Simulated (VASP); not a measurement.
## AlN: relaxation of the atoms with PBEsol

AlN:

```xyz
2
Lattice="0.0000 1.9807 1.9807 1.9807 0.0000 1.9807 1.9807 1.9807 0.0000" Properties=species:S:1:pos:R:3 pbc="T T T"
Al    1.9807    1.9807    1.9807
N     0.0000    0.0000    0.0000
```

Measurements of this composition are mostly on another form, of space group No. 186.

The cell isn't the ideal one: a relaxed cell with its volume scaled by 0.94.

```
Program                : VASP 6.6.1
Task                   : relaxation of the atoms
Functional             : PBEsol
Potentials or basis    : VASP PAW PBE potentials, release 64 (Al, N)
Cutoff                 : 600 eV
k mesh                 : 12 × 12 × 12
Occupations            : gaussian, width 0.03 eV
Spin                   : no spin polarisation
Further INCAR settings : ALGO = Normal; EDIFF = 1e-07; IBRION = 2; EDIFFG = -0.01; NSW = 40
```

```yaml
Pressure_after_relaxing: 18.5 GPa
Band_gap_on_the_k_mesh: 5.02 eV, indirect (least direct gap 6.58 eV)
```

Final structure:
```
CELL_PARAMETERS angstrom
0.00000 1.98069 1.98069
1.98069 0.00000 1.98069
1.98069 1.98069 0.00000
ATOMIC_POSITIONS crystal
Al 0.50000 0.50000 0.50000
N 0.00000 0.00000 0.00000
```

Levels at points of the mesh, in eV from the valence-band top:
| k point | band 1 | band 2 | band 3 | band 4 | band 5 | band 6 | band 7 | band 8 |
| --- | --- | --- | --- | --- | --- | --- | --- | --- |
| (0.00, 0.00, 0.00) | -18.12 | 0.00 | 0.00 | 0.00 | 6.58 | 12.22 | 12.22 | 12.22 |
| (0.50, 0.00, 0.00) | -14.57 | -8.77 | -1.21 | -1.21 | 6.44 | 11.41 | 11.41 | 14.17 |
| (0.50, 0.50, 0.00) | -13.48 | -7.87 | -2.99 | -2.99 | 5.02 | 5.16 | 14.73 | 18.15 |

Wall time 4.1 s on 1 thread of Intel(R) Xeon(R) 6975P-C (Granite Rapids), on a shared host, peak memory 0.14 GiB.

Caveat: the relaxation stopped at its first step, so nothing moved; the PAW data sets were made with another functional, which shifts forces and pressure a little. A k mesh can miss the band edges.
